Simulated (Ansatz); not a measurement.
A series in volume per atom on As

Results calculated with Ansatz 0.2.0, not measured. Periodic Kohn-Sham DFT of a crystal at fixed atoms; pressure and stress are positive in compression; the energy is the free energy less that of spherical unpolarised free atoms; site moments are those in the method's own spheres, positive along +z.

Cell of the first row (space group R-3m, No. 166):
```
cell vectors (Å)
   1.8417     1.0633     3.4152
  -1.8417     1.0633     3.4152
   0.0000    -2.1266     3.4152
atoms (fractions of the cell vectors)
As  0.22754  0.22754  0.22754
As  0.77246  0.77246  0.77246
```

Settings of every row: method frozen-core PAW; functional PBE; relativity scalar; k mesh 13x13x13; filling fermi-dirac; smearing width 0.05 eV; wave cutoff 420 eV; paw set soft_2.

Atom start moment: 0 on all atoms.

```
row  volume per atom (Å³)  pressure (GPa)
  1                20.064           9.418
  2                20.907           5.363
  3                21.333               ?
  4                 21.76           1.992
  5                22.613          -0.766
```

Question: what pressure should row 3 give?

Worked fit of pressure. Take u = (V_r/V)^(2/3) − 1 with V_r = 21.334 Å³ an atom, which is twice the finite (Eulerian) strain; such expansions in the strain, on which the Birch-Murnaghan equation of state is built, carry the rest volume and the bulk modulus. The shown rows have u = 0.04177, 0.01357, -0.01309, -0.03807. Least squares give pressure = 3.5914 + 126.385 × u + 313.61 × u² GPa; a straight line predicts inner rows, each left out in turn, worse (root mean square 0.32 against 0.0027 GPa). The rows lie off it by 0.000, -0.001, 0.001, 0.000. The pressure vanishes at u = -0.0308, or V = 22.36 Å³ an atom, and there the bulk modulus at fixed shape and fractions is B = −V dP/dV = (2/3)(1 + u) dP/du = 69.2 GPa. Letting shape and atoms relax would as a rule lower it, by much in layered, chain or molecular crystals. The withheld row has u = 3e-05, so the fit gives 3.5914 + 126.385 × (3e-05) + 313.61 × (3e-05)² = 3.595 GPa.

The calculation gave 3.593 GPa. The fit lies 0.002 GPa (0.02 % of the column's range) above it; its largest miss of a shown row is 0.001 GPa.
